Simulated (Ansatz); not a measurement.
All numbers below come from DFT PBE, scalar-relativistic, plane waves, PAW in Ansatz. All cells share a 420 eV cutoff and Γ-centred k meshes spaced at most about 0.3 Å⁻¹ (about 0.25 or finer for metals, 2π included). No spin polarisation in the final relaxations.

These are static total energies at zero pressure. All come from trial cells, and lower structures may exist.

Question: Which of these relaxed structures of Se is the lowest in energy?
A. Space group Pnma (No. 62), orthorhombic, a = 9.464 Å, b = 4.237 Å, c = 6.696 Å. Se on its first site has 1 Se at 2.19 Å; Se on its second site is surrounded by 1 Se at 2.19 Å.
B. Space group P6/mmm (No. 191), hexagonal, a = 7.748 Å, c = 4.474 Å. Around Se on a site of symmetry mm2 lie 2 Se at 2.65 Å, 2 Se at 2.88 Å and 2 Se at 3.15 Å; Se on a site of symmetry -6m2 has 6 Se at 2.88 Å.
C. Space group P4/mbm (No. 127), tetragonal, a = 7.641 Å, c = 2.759 Å. Around Se on a site of symmetry 4/m lie 2 Se at 2.76 Å and 4 Se at 3.10 Å; around Se on a site of symmetry m2m lie 1 Se at 2.36 Å, 2 Se at 2.76 Å and 2 Se at 3.10 Å.

Answer: A. It has space group Pnma (No. 62); the next, C, with space group P4/mbm (No. 127), lies 208 meV/atom higher. Counting all near atoms (those within 1.25 times the shortest such distance or 1.15 times the sum of covalent radii; a plus sign parts nearer from farther groups; a slash parts the counts of unlike sites), the lowest has Se 1 and the next has Se 1+2/2+4.

No dispersion correction is applied, so the spacing and binding between layers, chains or molecules are poorly described (Pnma, P4/mbm), and this can change margins and order among such cells. A magnetic state wasn't ruled out in cells without spin, among them P4/mbm, P6/mmm. Cells relaxed within their symmetry can be saddle points. The part of the Crystallography Open Database at hand lists Se in space groups No. 14, 148, 152, 154, 166 and others; no cell shown has one of them. Some candidate types were left out of the draw beforehand, so a known form may be missing.
